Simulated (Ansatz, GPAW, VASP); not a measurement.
One calculation of SnTe, 3 ways

```
CELL_PARAMETERS angstrom
0.00000 3.15085 3.15085
3.15085 0.00000 3.15085
3.15085 3.15085 0.00000
ATOMIC_POSITIONS crystal
Te 0.50000 0.50000 0.50000
Sn 0.00000 0.00000 0.00000
```

Alike in all runs: task single point; functional PBE; k mesh 7 × 7 × 7; occupations gaussian, width 0.03 eV; no spin polarisation; no spin-orbit coupling. Pressure is positive in compression and, in plane waves, holds the error of the finite cutoff.

| program and potentials | plane-wave cutoff (eV) | notes | pressure (GPa) |
| --- | --- | --- | --- |
| Ansatz, all-electron LAPW, scalar-relativistic | - | - | ? |
| VASP, PBE PAW files Sn_d, Te, 520 eV | 520 | - | 2.16 |
| GPAW, GPAW PAW data sets (gpaw-data 1.2.1) | 600 | - | 1.95 |

**Question.** Estimate from the other rows what the run with Ansatz, all-electron LAPW, scalar-relativistic gave.

**Answer.** Pressure 2.23 GPa. The other rows, which needn't bracket it: pressure 1.95 to 2.16.
